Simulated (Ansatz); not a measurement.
# CdSe (P6_3mc): equation of state

Aim: the bulk modulus of CdSe (P6_3mc) from energies at several volumes around the relaxed one, with shape and atoms relaxed at each.

The COD entry's cell or inner coordinates are ideal or old and differ from later refinements, so a difference from it is no clean test against experiment.

Method: DFT PBE, scalar-relativistic, plane waves, PAW, in Ansatz 0.2.0.

3 further runs of the same task are left out: 1 that didn't finish, 2 set aside as unsound or not needed. Runs told in other sessions of the task aren't counted.

## Step 1: The system as given

Symmetry: P6_3mc, No. 186, hexagonal system. Conventional cell: a = 4.383 Å, b = 4.383 Å, c = 7.154 Å, α = 90.00°, β = 90.00°, γ = 120.00°. Cd (site symmetry 3m) has 4 Se at 2.68 to 2.69 Å in its first shell of neighbours. Around Se (site symmetry 3m) lie 4 Cd at 2.68 to 2.69 Å.

Coordinates:

```xyz
4
Lattice="4.3833 0.0000 0.0000 -2.1917 3.7961 0.0000 0.0000 0.0000 7.1544" Properties=species:S:1:pos:R:3 pbc="T T T"
Cd    2.1917    1.2654   -0.0028
Cd    0.0000    2.5307    3.5744
Se    2.1917    1.2654    2.6857
Se    0.0000    2.5307    6.2629
```

This cell comes from an earlier session at PBE: 29.762 Å³/atom at -0.01 GPa, on a 10×10×6 mesh.

Volume factors to run: 0.980, 1.020, 0.960, 1.040.

## Step 2: Volume × 0.980

Input file input.yaml:

```yaml
crystal:
  lattice:
    - [4.3539300406, 0.0, 0.0]
    - [-2.1769650203, 3.7706140215, 0.0]
    - [0.0, 0.0, 7.1064009996]
  atoms:
    - { symbol: Cd, position: [0.6666666667, 0.3333333333, -0.0003929495] }
    - { symbol: Cd, position: [0.3333333333, 0.6666666667, 0.4996070505] }
    - { symbol: Se, position: [0.6666666667, 0.3333333333, 0.3753929495] }
    - { symbol: Se, position: [0.3333333333, 0.6666666667, 0.8753929495] }
basis:
  ecutwfc: 420
  ecutrho_ratio: 4
kpoints:
  mp_grid: { grid: [10, 10, 6] }
hamiltonian:
  xc: pbe
scf:
  occupations: { method: gaussian, width: 0.05 }
output:
  forces: true
  stress: true
  eigenvalues: true
relax:
  f_tol: 0.01
  max_steps: 40
  cell: { stress_tol: 0.1, fix: [volume] }
```

On the command line:

```console
ansatz run input.yaml --threads 4 --pin off --max-ram 7168MiB --backend cpu --events-out ev --progress --plain --runs-dir out
```

Standard output, cut to the lines that bear on the results:

```text
Warning: RAYON_NUM_THREADS=4 ignored (pool sized by the plan → 4); use --threads N
[...]
Pseudopotentials: kind: paw
Pseudopotential: Cd, paw, valence charge 20, recommended cutoff 420 eV (normal), Cd.paw.azcp
Pseudopotential: Se, paw, valence charge 16, recommended cutoff 420 eV (normal), Se.paw.azcp
Functional definition: PBE
[...]
Crystal: 4 atoms, lattice volume = 116.666 Å³
Basis set: ecut = 420 eV, 2297 PW (Γ), exchange–correlation on 60×60×96 points (8 copies of the dense FFT grid, shifted against one another)
Bands: 44, of which v1, the nominal top of the filled ones, is band 36 counted from 1 (35 counted from 0)
Symmetry: 12 space group operations
Space group: P63mc (ITA 186), of the structure as read, at distance tolerance 4.9e-5 Å
k-points: 56 of 600 (time reversal used)
[...]
SCF iter   1: F=—  HF=-27449.581610 eV  |F-HF|=—  |Δ(HF+E_count)|=         —  Δρ=9.83e-4  dr2=2.34e-3  ethr=1.77e-3  ⟨swp⟩=6.3  Hψ=9026  notcnv=0  defer=41
[...]
relax step   1: F+E_penalty+E_count = -27449.58260043 eV  Δ(F+E_penalty+E_count) = +0.000e0 eV  max|allowed force component| = 2.368e-3 eV/Å  Δτ_max = 0.0000 Å  P = +0.936 GPa  Ω = 116.666 Å³  fix = [volume]  reactions: volume +0.936 GPa  (7 SCF iters, dr2 threshold 1.00e-7 eV, accepted)
[...]
relax step   2: F+E_penalty+E_count = -27449.58260044 eV  Δ(F+E_penalty+E_count) = -1.732e-8 eV  max|allowed force component| = 2.360e-3 eV/Å  Δτ_max = 0.0000 Å  P = +0.936 GPa  Ω = 116.666 Å³  fix = [volume]  reactions: volume +0.936 GPa  stress off target by 3.17e-3 GPa on what of the [...]
SCF converged after 4 iterations
Free energy (F): -27449.582600 eV
[...]
E sigma→0 (E₀):  -27449.582600 eV
Fermi energy:    7.262915 eV
[...]
--- Forces (eV/Å), atoms counted from 1 ---
  atom   1  Cd    -0.00000000     0.00000000     0.00236103
  atom   2  Cd    -0.00000000    -0.00000000     0.00236103
  atom   3  Se     0.00000000     0.00000000    -0.00235983
  atom   4  Se     0.00000000    -0.00000000    -0.00235983
[...]
--- Stress (GPa, compression-positive) ---
        0.934039      -0.000000       0.000000
        0.000000       0.934039       0.000000
        0.000000       0.000000       0.938797
  P = ⅓ Tr σ = 0.9356 GPa (9.356 kbar)
--- Band table (eV; the first three rows and the last of 56) ---
[...]
--- Relaxed structure (1 steps of the walk, 1 accepted, 1 SCFs on fresh bases) ---
  F+E_penalty+E_count = -27449.58260044 eV   max|allowed force component| = 2.360e-3 eV/Å   (the final SCF, on the basis selected at the relaxed cell)
  cell:  # Å, volume = 116.6657 Å³
    - [4.353930040623203, 0.0, 0.0]
    - [-2.1769650203116013, 3.7706140214799064, 0.0]
    - [0.0, 0.0, 7.1064009996]
  atoms:
    - { symbol: Cd, position: [0.6666666666666666, 0.3333333333333333, -0.00039294950000000003] }
    - { symbol: Cd, position: [0.3333333333333333, 0.6666666666666666, 0.49960705050000004] }
    - { symbol: Se, position: [0.6666666666666666, 0.3333333333333333, 0.3753929495000001] }
    - { symbol: Se, position: [0.3333333333333333, 0.6666666666666666, 0.8753929495000001] }
```

It took 12 s on 4 threads of Arm Neoverse V2, shared host; peak memory 0.55 GiB.

Relaxation path:

| step | energy from step 1 (meV/atom) | largest force component (eV/Å) | pressure (GPa) | volume (Å³/atom) |
| --- | --- | --- | --- | --- |
| 1 | 0.0 | 0.002 | 0.94 | 29.166 |
| 2 | 0.0 | 0.002 | 0.94 | 29.166 |

Step 1 is the start. Step 2 repeats the geometry before it on a plane-wave basis chosen anew for the final cell, which leaves the energy as it was.

In short: volume 29.166 Å³/atom, pressure 0.94 GPa, gap on the mesh 0.59 eV.

## Step 3: At 1.020 of the relaxed volume

Edit input.yaml of step 2 so:

```diff
@@ -2,5 +2,5 @@
   lattice:
-    - [4.3539300406, 0.0, 0.0]
-    - [-2.1769650203, 3.7706140215, 0.0]
-    - [0.0, 0.0, 7.1064009996]
+    - [4.4123790291, 0.0, 0.0]
+    - [-2.2061895145, 3.8212323303, 0.0]
+    - [0.0, 0.0, 7.2018003161]
   atoms:
```

On the command line:

```console
ansatz run input.yaml --threads 4 --pin off --max-ram 7168MiB --backend cpu --events-out ev --progress --plain --runs-dir out
```

Standard output, cut to the lines that bear on the results:

```text
Warning: RAYON_NUM_THREADS=4 ignored (pool sized by the plan → 4); use --threads N
[...]
[... 4 set-up lines as earlier in the session ...]
[...]
Crystal: 4 atoms, lattice volume = 121.428 Å³
Basis set: ecut = 420 eV, 2347 PW (Γ), exchange–correlation on 60×60×100 points (8 copies of the dense FFT grid, shifted against one another)
Bands: 44, of which v1, the nominal top of the filled ones, is band 36 counted from 1 (35 counted from 0)
[... 1 set-up line as earlier in the session ...]
Space group: P63mc (ITA 186), of the structure as read, at distance tolerance 5.0e-5 Å
k-points: 56 of 600 (time reversal used)
[...]
--- Stress (GPa, compression-positive) ---
       -0.851561       0.000000      -0.000000
       -0.000000      -0.851561       0.000000
        0.000000       0.000000      -0.847119
  P = ⅓ Tr σ = -0.8501 GPa (-8.501 kbar)
--- Band table (eV; the first three rows and the last of 56) ---
[...]
--- Relaxed structure (1 steps of the walk, 1 accepted, 1 SCFs on fresh bases) ---
  F+E_penalty+E_count = -27449.58288708 eV   max|allowed force component| = 1.131e-3 eV/Å   (the final SCF, on the basis selected at the relaxed cell)
  cell:  # Å, volume = 121.4276 Å³
    - [4.412379029084806, -2.886741387485238e-11, 0.0]
    - [-2.206189514517403, 3.821232330327592, 0.0]
    - [0.0, 0.0, 7.2018003161]
  atoms:
    - { symbol: Cd, position: [0.6666666666666665, 0.33333333333333326, -0.00039294950000000003] }
    - { symbol: Cd, position: [0.33333333333333326, 0.6666666666666665, 0.49960705050000004] }
    - { symbol: Se, position: [0.6666666666666665, 0.33333333333333326, 0.3753929495000001] }
    - { symbol: Se, position: [0.33333333333333326, 0.6666666666666665, 0.8753929495000001] }
```

It took 13 s on 4 threads of Arm Neoverse V2, shared host; peak memory 0.56 GiB.

Step by step:

| step | energy from step 1 (meV/atom) | largest force component (eV/Å) | pressure (GPa) | volume (Å³/atom) |
| --- | --- | --- | --- | --- |
| 1 | 0.0 | 0.001 | -0.85 | 30.357 |
| 2 | 0.0 | 0.001 | -0.85 | 30.357 |

Step 1 is the start. Step 2 repeats the geometry before it on a plane-wave basis chosen anew for the final cell, which leaves the energy as it was.

In short: volume 30.357 Å³/atom, pressure -0.85 GPa, mesh gap 0.50 eV.

## Step 4: Volume × 0.960

Edit input.yaml of step 3 so:

```diff
@@ -2,5 +2,5 @@
   lattice:
-    - [4.4123790291, 0.0, 0.0]
-    - [-2.2061895145, 3.8212323303, 0.0]
-    - [0.0, 0.0, 7.2018003161]
+    - [4.324107666, 0.0, 0.0]
+    - [-2.162053833, 3.7447870875, 0.0]
+    - [0.0, 0.0, 7.0577254925]
   atoms:
```

On the command line:

```console
ansatz run input.yaml --threads 4 --pin off --max-ram 7168MiB --backend cpu --events-out ev --progress --plain --runs-dir out
```

Standard output, cut to the lines that bear on the results:

```text
Warning: RAYON_NUM_THREADS=4 ignored (pool sized by the plan → 4); use --threads N
[...]
[... 4 set-up lines as earlier in the session ...]
[...]
Crystal: 4 atoms, lattice volume = 114.285 Å³
Basis set: ecut = 420 eV, 2249 PW (Γ), exchange–correlation on 60×60×96 points (8 copies of the dense FFT grid, shifted against one another)
Bands: 44, of which v1, the nominal top of the filled ones, is band 36 counted from 1 (35 counted from 0)
[... 2 set-up lines as earlier in the session ...]
k-points: 56 of 600 (time reversal used)
[...]
  atom   4  Se     0.00000000    -0.00000000    -0.00441874
[...]
--- Stress (GPa, compression-positive) ---
        1.990567       0.000000       0.000000
        0.000000       1.990567      -0.000000
        0.000000       0.000000       1.995995
  P = ⅓ Tr σ = 1.9924 GPa (19.924 kbar)
--- Band table (eV; the first three rows and the last of 56) ---
[...]
--- Relaxed structure (1 steps of the walk, 1 accepted, 1 SCFs on fresh bases) ---
  F+E_penalty+E_count = -27449.56098599 eV   max|allowed force component| = 4.419e-3 eV/Å   (the final SCF, on the basis selected at the relaxed cell)
  cell:  # Å, volume = 114.2848 Å³
    - [4.324107666025959, 0.0, 0.0]
    - [-2.1620538330129797, 3.744787087477518, 0.0]
    - [0.0, 0.0, 7.0577254925]
  atoms:
    - { symbol: Cd, position: [0.6666666666666666, 0.3333333333333333, -0.00039294950000000003] }
    - { symbol: Cd, position: [0.3333333333333333, 0.6666666666666666, 0.49960705050000004] }
    - { symbol: Se, position: [0.6666666666666666, 0.3333333333333333, 0.3753929495] }
    - { symbol: Se, position: [0.3333333333333333, 0.6666666666666666, 0.8753929495000001] }
```

It took 12 s on 4 threads of Arm Neoverse V2, shared host; peak memory 0.54 GiB.

How the relaxation went:

| step | energy from step 1 (meV/atom) | largest force component (eV/Å) | pressure (GPa) | volume (Å³/atom) |
| --- | --- | --- | --- | --- |
| 1 | 0.0 | 0.004 | 1.99 | 28.571 |
| 2 | 0.0 | 0.004 | 1.99 | 28.571 |

Step 1 is the start. Step 2 repeats the geometry before it on a plane-wave basis chosen anew for the final cell, which leaves the energy as it was. The run keeps the 12 symmetry operations that it found, so it can't reach a distortion that breaks them.

In short: volume 28.571 Å³/atom, pressure 1.99 GPa, mesh gap 0.63 eV.

## Step 5: Scaling the volume by 1.040

Edit input.yaml of step 4 so:

```diff
@@ -2,5 +2,5 @@
   lattice:
-    - [4.324107666, 0.0, 0.0]
-    - [-2.162053833, 3.7447870875, 0.0]
-    - [0.0, 0.0, 7.0577254925]
+    - [4.4410316438, 0.0, 0.0]
+    - [-2.2205158219, 3.8460462226, 0.0]
+    - [0.0, 0.0, 7.2485665636]
   atoms:
@@ -23,2 +23,6 @@
   eigenvalues: true
+  write_density: true
+  write_potential: true
+  elf: true
+  volumetric_format: npy
 relax:
```

On the command line:

```console
ansatz run input.yaml --threads 4 --pin off --max-ram 7168MiB --backend cpu --events-out ev --progress --plain --runs-dir out
```

Standard output, cut to the lines that bear on the results:

```text
Warning: RAYON_NUM_THREADS=4 ignored (pool sized by the plan → 4); use --threads N
[...]
[... 4 set-up lines as earlier in the session ...]
[...]
Crystal: 4 atoms, lattice volume = 123.809 Å³
Basis set: ecut = 420 eV, 2431 PW (Γ), exchange–correlation on 60×60×100 points (8 copies of the dense FFT grid, shifted against one another)
Bands: 44, of which v1, the nominal top of the filled ones, is band 36 counted from 1 (35 counted from 0)
[... 2 set-up lines as earlier in the session ...]
k-points: 56 of 600 (time reversal used)
[...]
  atom   4  Se     0.00000000    -0.00000000     0.00261508
[...]
--- Stress (GPa, compression-positive) ---
       -1.603610       0.000000       0.000000
        0.000000      -1.603610      -0.000000
       -0.000000      -0.000000      -1.598919
  P = ⅓ Tr σ = -1.6020 GPa (-16.020 kbar)
--- Band table (eV; the first three rows and the last of 56) ---
[...]
--- Relaxed structure (1 steps of the walk, 1 accepted, 1 SCFs on fresh bases) ---
  F+E_penalty+E_count = -27449.56456542 eV   max|allowed force component| = 2.613e-3 eV/Å   (the final SCF, on the basis selected at the relaxed cell)
  cell:  # Å, volume = 123.8085 Å³
    - [4.441031643833853, 0.0, 0.0]
    - [-2.2205158219169263, 3.846046222570682, 0.0]
    - [0.0, 0.0, 7.2485665636]
  atoms:
    - { symbol: Cd, position: [0.6666666666666666, 0.3333333333333333, -0.0003929495] }
    - { symbol: Cd, position: [0.3333333333333333, 0.6666666666666666, 0.4996070505] }
    - { symbol: Se, position: [0.6666666666666666, 0.3333333333333333, 0.3753929495] }
    - { symbol: Se, position: [0.3333333333333333, 0.6666666666666666, 0.8753929495] }
```

It took 14 s on 4 threads of Arm Neoverse V2, shared host; peak memory 0.56 GiB.

Relaxation path:

| step | energy from step 1 (meV/atom) | largest force component (eV/Å) | pressure (GPa) | volume (Å³/atom) |
| --- | --- | --- | --- | --- |
| 1 | 0.0 | 0.003 | -1.60 | 30.952 |
| 2 | 0.0 | 0.003 | -1.60 | 30.952 |

Step 1 is the start. Step 2 repeats the geometry before it on a plane-wave basis chosen anew for the final cell, which leaves the energy as it was. The run keeps the 12 symmetry operations that it found, so it can't reach a distortion that breaks them.

Read off: volume 30.952 Å³/atom, pressure -1.60 GPa, gap on the mesh 0.46 eV.

Density in a lattice plane of the grid's cell (edges 4.44 and 7.25 Å, at 0.333 of the third edge), which holds Cd and Se.

Ten even steps from '0' (0.01 e/Å³) to '9' (27.08 e/Å³):
```
00000000254100
00000000010000
00000000000000
00000000000000
00000000000000
00000000000000
00000000000000
00000000000000
00000000000000
00000000000000
00000000011000
00000000297100
00000000297100
00000000011000
00000000000000
00000000000000
00000000000000
00000000010000
00000000254100
00000001487300
```
Columns run along the first of these edges and rows up along the second, over one cell in 14 and 20 even steps from the bottom left corner. Atoms in the plane (fractional): Cd at (0.67, 1.00), Se at (0.67, 0.38).

ELF in the same plane.

Ten even steps from '0' (0.01) to '9' (0.88):
```
35665213677521
46776312344312
56776421222112
46665421111112
24443210000001
11221000000000
00110000000000
11111112333211
11111135777652
21111368888875
31112488877887
41112688623788
52012688523788
41002588877887
20001368899875
10000134565542
00000011111111
10000112344321
11221123677531
23543124799631
```
Columns run along the first of these edges and rows up along the second, over one cell in 14 and 20 even steps from the bottom left corner. Atoms in the plane (fractional): Cd at (0.67, 1.00), Se at (0.67, 0.38).

Both are smooth fields of the valence electrons: close to the nuclei they are not physical.

The highest ELF values outside the cores: 0.82 in the shell around Se, 0.8 Å from Se.

## Step 6: Energy and pressure against volume

Energies have the smearing extrapolated to zero and count from the lowest point.

| volume (Å³/atom) | energy (meV/atom) | pressure (GPa) | gap (eV) |
| --- | --- | --- | --- |
| 28.571 | 7.10 | 1.99 | 0.63 |
| 29.166 | 1.69 | 0.94 | 0.59 |
| 29.762 | 0.00 | -0.01 | 0.54 |
| 30.357 | 1.62 | -0.85 | 0.50 |
| 30.952 | 6.20 | -1.60 | 0.46 |

volume (Å³/atom), energy (meV/atom) and a bar:
```
    28.57        7.1 ##############################
    29.17        1.7 #######
    29.76        0.0 
    30.36        1.6 #######
    30.95        6.2 ##########################
```

## Step 7: Outcome

| quantity | value |
| --- | --- |
| V0 | 29.757 Å³/atom |
| B0 | 45 GPa |
| B0′ | 4.7 |
| scatter of the fit | 0.000 meV/atom |

In words: The fitted minimum lies at 29.76 Å³/atom, and the bulk modulus is 45 GPa. One per cent of compression takes about 0.45 GPa. The gap on the mesh shrinks from 0.63 to 0.46 eV as the cell expands over this range. These are values at 0 K without zero-point motion.
